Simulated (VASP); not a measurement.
# InPd (Pm-3m) in VASP: a series of runs, part 3 of 3

VASP 6.6.1.

## (6) Single point, PBE

The input, INCAR:

```
ALGO = Normal
EDIFF = 1E-6
ENCUT = 520
GGA = PE
ISIF = 2
ISMEAR = 0
LASPH = True
LCHARG = True
LELF = True
LREAL = False
LVHAR = True
LWAVE = False
NBANDS = 18
NELM = 80
PREC = Accurate
SIGMA = 0.011
```

The input, KPOINTS:

```
k-points
0
Gamma
  8 8 8
```

The input, POSCAR:

```
InPd
1.0
    3.2718847800      0.0000000000      0.0000000000
    0.0000000000      3.2718847800      0.0000000000
    0.0000000000      0.0000000000      3.2718847800
In Pd
1 1
Direct
    0.0000000000      0.0000000000      0.0000000000
    0.5000000000      0.5000000000      0.5000000000
```

Potentials or basis: VASP PAW PBE potentials, release 64 (In_d, Pd).

On the command line:

```
> cat potpaw_PBE.64/In_d/POTCAR potpaw_PBE.64/Pd/POTCAR > POTCAR
> mpirun -np 1 vasp_std > vasp.out
```

OUTCAR:

```text
EDIFF = 1E-6
   ENCUT = 520
   GGA = PE
   ISIF = 2
   ISMEAR = 0
   LASPH = True
   LREAL = False
   NELM = 80
   PREC = Accurate

 ion  position               nearest neighbor table
   1  0.000  0.000  0.000-   2 2.83   2 2.83   2 2.83   2 2.83   2 2.83   2 2.83   2 2.83   2 2.83

   2  0.500  0.500  0.500-   1 2.83   1 2.83   1 2.83   1 2.83   1 2.83   1 2.83   1 2.83   1 2.83

  LATTYP: Found a simple cubic cell.
 ALAT       =     3.2718847800

  Lattice vectors:

 A1 = (   3.2718847800,   0.0000000000,   0.0000000000)
 A2 = (   0.0000000000,   3.2718847800,   0.0000000000)
 A3 = (   0.0000000000,   0.0000000000,   3.2718847800)

Analysis of symmetry for initial positions (statically):
=====================================================================
 Subroutine PRICEL returns:
 Original cell was already a primitive cell.

 Routine SETGRP: Setting up the symmetry group for a
 simple cubic supercell.

 Subroutine GETGRP returns: Found 48 space group operations
 (whereof 48 operations were pure point group operations)
 out of a pool of 48 trial point group operations.

The static configuration has the point symmetry O_h .

Analysis of symmetry for dynamics (positions and initial velocities):
=====================================================================
 Subroutine PRICEL returns:
 Original cell was already a primitive cell.

 Routine SETGRP: Setting up the symmetry group for a
 simple cubic supercell.

 Subroutine GETGRP returns: Found 48 space group operations
 (whereof 48 operations were pure point group operations)
 out of a pool of 48 trial point group operations.

The dynamic configuration has the point symmetry O_h .

 Subroutine INISYM returns: Found 48 space group operations
 (whereof 48 operations are pure point group operations),
 and found     1 'primitive' translations

----------------------------------------------------------------------------------------

                                     Primitive cell

  volume of cell :      35.0263

  direct lattice vectors                    reciprocal lattice vectors
     3.271884780  0.000000000  0.000000000     0.305634234  0.000000000  0.000000000
     0.000000000  3.271884780  0.000000000     0.000000000  0.305634234  0.000000000
     0.000000000  0.000000000  3.271884780     0.000000000  0.000000000  0.305634234

  length of vectors
     3.271884780  3.271884780  3.271884780     0.305634234  0.305634234  0.305634234

  position of ions in fractional coordinates (direct lattice)
     0.000000000  0.000000000  0.000000000
     0.500000000  0.500000000  0.500000000

  ion indices of the primitive-cell ions
   primitive index   ion index
                 1           1
                 2           2

----------------------------------------------------------------------------------------

 KPOINTS: k-points

Automatic generation of k-mesh.
 Grid dimensions read from file:
 generate k-points for:    8    8    8

 Generating k-lattice:

  Cartesian coordinates                     Fractional coordinates (reciprocal lattice)
     0.038204279  0.000000000  0.000000000     0.125000000  0.000000000  0.000000000
     0.000000000  0.038204279  0.000000000     0.000000000  0.125000000  0.000000000
     0.000000000  0.000000000  0.038204279     0.000000000  0.000000000  0.125000000

  Length of vectors
     0.038204279  0.038204279  0.038204279

  Shift w.r.t. Gamma in fractional coordinates (k-lattice)
     0.000000000  0.000000000  0.000000000

 Subroutine IBZKPT returns following result:
 ===========================================

 Found     35 irreducible k-points:

 Following reciprocal coordinates:
            Coordinates               Weight
  0.000000  0.000000  0.000000      1.000000
  0.125000  0.000000  0.000000      6.000000
  0.250000  0.000000  0.000000      6.000000
  0.375000  0.000000  0.000000      6.000000
  0.500000  0.000000  0.000000      3.000000
  0.125000  0.125000  0.000000     12.000000
[... 16 lines left out ...]
  0.375000  0.375000  0.125000     24.000000
  0.500000  0.375000  0.125000     24.000000
 [... further k-points ...]
   k-points           NKPTS =     35   k-points in BZ     NKDIM =     35   number of bands    NBANDS=     18
   number of dos      NEDOS =    301   number of ions     NIONS =      2
   total plane-waves  NPLWV =  13824
   dimension x,y,z NGX =    24 NGY =   24 NGZ =   24
   dimension x,y,z NGXF=    48 NGYF=   48 NGZF=   48
   ions per type =               1   1
   NGX,Y,Z   is equivalent  to a cutoff of  12.19, 12.19, 12.19 a.u.
   NGXF,Y,Z  is equivalent  to a cutoff of  24.39, 24.39, 24.39 a.u.
 SYSTEM =  unknown system
   PREC   = accura    normal or accurate (medium, high low for compatibility)
   ISTART =      0    job   : 0-new  1-cont  2-samecut
   ICHARG =      2    charge: 1-file 2-atom 10-const
   ISPIN  =      1    spin polarized calculation?
   LNONCOLLINEAR =      F non collinear calculations
   LSORBIT =      F    spin-orbit coupling
   LASPH  =      T    aspherical Exc in radial PAW
   ENCUT  =  520.0 eV  38.22 Ry    6.18 a.u.   6.08  6.08  6.08*2*pi/ulx,y,z
   NELM   =     80;   NELMIN=  2; NELMDL= -5     # of ELM steps
   EDIFF  = 0.1E-05   stopping-criterion for ELM
   LREAL  =      F    real-space projection
   EDIFFG = 0.1E-04   stopping-criterion for IOM
   NSW    =      0    number of steps for IOM
   IBRION =     -1    ionic relax: 0-MD 1-quasi-New 2-CG
   NFREE  =      0    steps in history (QN), initial steepest desc. (CG)
   ISIF   =      2    stress and relaxation
   ISYM   =      2    0-nonsym 1-usesym 2-fastsym
   POTIM  = 0.5000    time-step for ionic-motion
   TEBEG  =    0.0;   TEEND  =   0.0 temperature during run
   PSTRESS=    0.0 pullay stress
   NELECT =      23.0000    total number of electrons
   NUPDOWN=      -1.0000    fix difference up-down
   EMIN   =  10.00;   EMAX   =-10.00  energy-range for DOS
   EFERMI =   0.00;   METHOD = LEGACY
   ISMEAR =     0;   SIGMA  =   0.01  broadening in eV -4-tet -1-fermi 0-gaus
   EFERMI_NEDOS =   21; number of points for ismear=-14 and -15
   IALGO  =     38    algorithm
   IMIX   =      4    mixing-type and parameters
     AMIX     =   0.40;   BMIX     =  1.00
     AMIX_MAG =   1.60;   BMIX_MAG =  1.00
  volume/ion in A,a.u.               =      17.51       118.18
  Fermi-wavevector in a.u.,A,eV,Ry     =   1.422938  2.688964 27.548447  2.024754
  Thomas-Fermi vector in A             =   2.543589
   LORBIT       =      0    0 simple, 1 ext, 2 COOP (PROOUT), +10 PAW based schemes
   GGA     = PE    functional components
   LHFCALC =     F    Hartree Fock is set to
   AEXX    =    0.0000 exact exchange contribution
   IVDW    =     0    specifies the selected vdW correction
   LEPSILON=     F    determine dielectric tensor
   LRPA    =     F    only Hartree local field effects (RPA)
 non-spin polarized calculation
 Gauss-broadening in eV      SIGMA  =   0.01
  energy-cutoff  :      520.00
  volume of cell :       35.03
 maximum number of plane-waves:       968
   NGX = 13   NGY = 13   NGZ = 13

 number of electron      22.9999997 magnetization

 Free energy of the ion-electron system (eV)
  ---------------------------------------------------
  ext. energy  EPLUGINS =         0.00000000
  ---------------------------------------------------
  free energy    TOTEN  =        -8.73000431 eV

  energy without entropy =       -8.72965384  energy(sigma->0) =       -8.72982908

 E-fermi :  10.3823     XC(G=0): -12.2308

 val. band max:       10.3712474165   @ k =   0.3750   0.2500   0.1250
 cond. band min:      10.3917575488   @ k =   0.3750   0.3750   0.1250
 fundamental gap:      0.0205101323
 Fermi energy:        10.3823266093

 k-point     1 :       0.0000    0.0000    0.0000
  band No.  band energies     occupation
      1      -4.4841      2.00000
      2      -4.4841      2.00000
      3      -4.0758      2.00000
      4      -4.0758      2.00000
      5      -4.0758      2.00000
      6       0.4288      2.00000
[... 10 lines left out ...]
     17      21.0712      0.00000
     18      26.5067      0.00000
[... 463 lines left out ...]
 k-point    24 :       0.5000    0.3750    0.1250
  band No.  band energies     occupation
      1      -4.3874      2.00000
      2      -4.2438      2.00000
      3      -4.2315      2.00000
      4      -4.2113      2.00000
      5      -3.9193      2.00000
      6       4.3782      2.00000
[... 10 lines left out ...]
     17      21.5766      0.00000
     18      23.5584      0.00000

 [... further k-points ...]

------------------------ aborting loop because EDIFF is reached ----------------------------------------

  FORCE on cell =-STRESS in cart. coord.  units (eV):
  Direction    XX          YY          ZZ          XY          YZ          ZX
  --------------------------------------------------------------------------------------
  -------------------------------------------------------------------------------------
  Total        0.8257338      0.8257338      0.8257338     -0.0000000      0.0000000      0.0000000
  in kB       37.7708405     37.7708405     37.7708405     -0.0000000      0.0000000      0.0000000
  external PRESSURE =      37.7708405 kB  Pullay stress =       0.0000000 kB

 VOLUME and BASIS-vectors are now :
 -----------------------------------------------------------------------------
  energy-cutoff  :      520.00
  volume of cell :       35.03
      direct lattice vectors                 reciprocal lattice vectors
     3.271884780  0.000000000  0.000000000     0.305634234  0.000000000  0.000000000
     0.000000000  3.271884780  0.000000000     0.000000000  0.305634234  0.000000000
     0.000000000  0.000000000  3.271884780     0.000000000  0.000000000  0.305634234

 POSITION                                       TOTAL-FORCE (eV/Angst)
 -----------------------------------------------------------------------------------
      0.00000      0.00000      0.00000         0.000000      0.000000      0.000000
      1.63594      1.63594      1.63594         0.000000      0.000000      0.000000
 -----------------------------------------------------------------------------------
    total drift:                                0.000000      0.000000     -0.000000

  FREE ENERGIE OF THE ION-ELECTRON SYSTEM (eV)
  ---------------------------------------------------
  free  energy   TOTEN  =        -8.7300043056 eV

  energy  without entropy=       -8.7296538446  energy(sigma->0) =       -8.72982908
```

stdout:

```text
POSCAR found type information on POSCAR InPd
 POSCAR found :  2 types and       2 ions
 scaLAPACK will be used
 LDA part: xc-table for (Slater+PW92), standard interpolation
 POSCAR, INCAR and KPOINTS ok, starting setup
 FFT: planning ... GRIDC
 FFT: planning ... GRID_SOFT
 FFT: planning ... GRID
 WAVECAR not read
 entering main loop
```

It took 8.9 s on 1 thread of AMD EPYC 9R45 (Zen 5), shared host; peak memory 0.12 GiB.

What came out:

* Free energy: -8.7300 eV
* Pressure: 3.8 GPa
* Band gap on the k mesh: none (metal or under the smearing width)

Levels at points of the mesh, in eV from the Fermi level:
```csv
k point,band 8,band 9,band 10,band 11,band 12,band 13,band 14,band 15
"(0.00, 0.00, 0.00)",-3.69,-2.15,-2.15,-2.15,4.33,4.33,4.33,9.55
"(0.50, 0.00, 0.00)",-3.67,-3.14,-3.14,-2.22,-0.99,9.67,9.67,10.00
"(0.50, 0.50, 0.00)",-2.56,-2.56,-2.21,-2.21,-1.57,1.57,2.59,9.58
"(0.50, 0.50, 0.50)",-4.75,-1.53,-1.53,0.03,3.90,3.90,3.90,4.51
```

## (7) Summary

| task | level | potentials or basis | cell | k mesh | cutoff (eV) | smearing | grid for exact exchange (PRECFOCK) | screening parameter | mesh quality | gap on the mesh (eV) | pressure (GPa) |
| --- | --- | --- | --- | --- | --- | --- | --- | --- | --- | --- | --- |
| single point | LDA | VASP PAW LDA potentials, release 64 (In, Pd) | as given | 8 × 8 × 8 | 500 | gaussian 0.02 eV | - | - | not flagged | none | -6.9 |
| atomic charges | PW91+D4 | VASP PAW PBE potentials, release 64 (In_d_GW, Pd_GW) | as given | 8 × 8 × 8 | 550 | fermi-dirac 0.1 eV | - | - | not flagged | none | 0.4 |
| relaxation of cell and atoms | HSE06 | VASP PAW PBE potentials, release 64 (In_d_GW, Pd_GW) | relaxed from: volume scaled by 0.88 | 4 × 4 × 4 | 630 | gaussian 0.1 eV | Fast | 0.2 1/A | coarse | none | 0.0 |
| single point | PBE | VASP PAW PBE potentials, release 64 (In_d, Pd) | as given | 8 × 8 × 8 | 520 | gaussian 0.011 eV | - | - | not flagged | none | 3.8 |

Alike in all rows: no spin polarisation.

Caveats: some runs use coarse meshes; the PAW data sets were made with another functional, which shifts forces and pressure a little (some runs); pairwise dispersion overbinds metals, which lowers pressure and volume (some runs).

Total energies depend on the potentials used, so only differences within one code and one set of settings carry meaning.
